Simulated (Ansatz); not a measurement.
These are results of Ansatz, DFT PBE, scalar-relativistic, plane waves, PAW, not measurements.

Structure of Y:

```xyz
3
Lattice="1.8078 1.0437 8.6228 -1.8078 1.0437 8.6228 0.0000 -2.0875 8.6228" Properties=species:S:1:pos:R:3 pbc="T T T"
Y     0.0000    0.0000    0.0000
Y     0.0000    0.0000    5.7379
Y     0.0000    0.0000   20.1304
```

Plane waves to 420 eV, a k mesh through Γ of 15×15×15 on the computed 3-atom cell and Gaussian smearing (0.10 eV); no spin polarisation.

Levels along Γ–T–H2 | H0–L–Γ–S0 | S2–F–Γ, in eV from the Fermi level, sorted by energy at each point. Points in fractions of the primitive reciprocal vectors: Γ (0.000 0.000 0.000), T (0.500 0.500 0.500), H2 (0.824 0.176 0.500), H0 (0.500 -0.176 0.176), L (0.500 0.000 0.000), S0 (0.338 -0.338 0.000), S2 (0.662 0.000 0.338), F (0.500 0.000 0.500).
```tsv
point	k (1/Å, with 2π)	band 14	band 15	band 16	band 17	band 18	band 19	band 20
Γ	0.000	-2.54	-2.52	0.55	0.64	1.60	1.60	1.82
-	0.052	-2.73	-2.36	0.56	0.67	1.61	1.61	1.81
-	0.104	-2.95	-2.21	0.59	0.73	1.62	1.62	1.78
-	0.156	-3.17	-2.09	0.63	0.82	1.65	1.65	1.74
-	0.208	-3.39	-2.00	0.69	0.93	1.65	1.65	1.73
-	0.260	-3.61	-1.94	0.74	1.06	1.61	1.64	1.64
-	0.312	-3.82	-1.91	0.78	1.19	1.48	1.62	1.62
T	0.364	-4.00	-1.90	0.79	1.32	1.35	1.62	1.62
-	0.525	-3.87	-1.77	0.65	1.17	1.29	1.43	1.72
-	0.686	-3.51	-1.40	0.29	0.82	1.01	1.20	1.52
-	0.846	-2.97	-0.90	-0.11	0.40	0.61	1.00	1.21
-	1.007	-2.33	-0.46	-0.45	0.00	0.36	0.82	1.04
-	1.168	-1.69	-0.65	-0.31	-0.28	0.28	0.72	0.91
-	1.328	-1.09	-0.70	-0.42	-0.37	0.26	0.34	0.86
H2	1.489	-0.61	-0.56	-0.54	-0.44	-0.32	0.45	0.72
H0	1.489	-0.61	-0.56	-0.54	-0.44	-0.32	0.45	0.72
-	1.577	-0.63	-0.59	-0.49	-0.32	-0.31	0.51	0.62
-	1.664	-0.80	-0.70	-0.43	-0.19	-0.18	0.58	0.61
-	1.752	-1.01	-0.83	-0.40	-0.17	-0.10	0.65	0.82
-	1.839	-1.21	-1.00	-0.43	-0.25	-0.01	0.80	1.08
-	1.927	-1.37	-1.15	-0.47	-0.33	0.08	0.93	1.34
-	2.014	-1.48	-1.25	-0.49	-0.39	0.14	1.02	1.48
L	2.102	-1.52	-1.29	-0.50	-0.41	0.16	1.05	1.51
-	2.247	-1.62	-1.18	-0.45	-0.40	0.18	1.10	1.49
-	2.391	-1.67	-1.09	-0.33	-0.29	0.19	1.16	1.31
-	2.535	-1.78	-1.21	-0.20	-0.11	0.32	0.98	1.48
-	2.680	-2.02	-1.58	-0.01	0.11	0.69	1.03	1.70
-	2.824	-2.30	-2.03	0.23	0.36	1.13	1.27	1.91
-	2.968	-2.50	-2.37	0.46	0.56	1.47	1.59	1.69
Γ	3.113	-2.54	-2.52	0.55	0.64	1.60	1.60	1.82
-	3.281	-2.41	-2.39	0.42	0.53	1.43	1.54	1.71
-	3.449	-2.04	-2.03	0.14	0.27	1.00	1.11	1.86
-	3.617	-1.57	-1.57	-0.10	0.01	0.53	0.71	1.59
-	3.784	-1.20	-1.19	-0.17	-0.13	0.18	0.49	1.28
-	3.952	-0.99	-0.99	-0.24	-0.21	0.14	0.49	0.97
-	4.120	-0.80	-0.77	-0.35	-0.34	0.11	0.32	0.76
S0	4.288	-0.58	-0.57	-0.48	-0.42	-0.41	0.49	0.67
S2	4.288	-0.58	-0.57	-0.48	-0.42	-0.41	0.49	0.67
-	4.369	-0.71	-0.60	-0.51	-0.36	-0.22	0.56	0.65
-	4.449	-0.89	-0.76	-0.53	-0.23	-0.02	0.64	0.67
-	4.529	-1.08	-0.93	-0.58	-0.14	0.14	0.74	0.74
-	4.610	-1.26	-1.09	-0.64	-0.09	0.22	0.88	0.92
-	4.690	-1.40	-1.23	-0.70	-0.07	0.25	1.05	1.15
-	4.770	-1.49	-1.32	-0.74	-0.07	0.25	1.20	1.37
F	4.851	-1.52	-1.35	-0.75	-0.07	0.25	1.26	1.47
-	4.998	-1.69	-1.25	-0.71	-0.04	0.27	1.20	1.49
-	5.146	-1.80	-1.13	-0.60	0.10	0.32	0.96	1.46
-	5.293	-1.96	-1.14	-0.40	0.24	0.44	0.75	1.49
-	5.441	-2.20	-1.46	-0.12	0.31	0.72	0.94	1.67
-	5.588	-2.43	-1.93	0.20	0.43	1.11	1.28	1.89
-	5.735	-2.57	-2.31	0.46	0.57	1.47	1.60	1.68
Γ	5.883	-2.54	-2.52	0.55	0.64	1.60	1.60	1.82
```

This form isn't the element's structure at ambient conditions.

Cost: 1 run of about 2.3 core-minutes, on Intel Xeon Platinum 8259CL (Skylake/Cascade Lake) (shared hosts).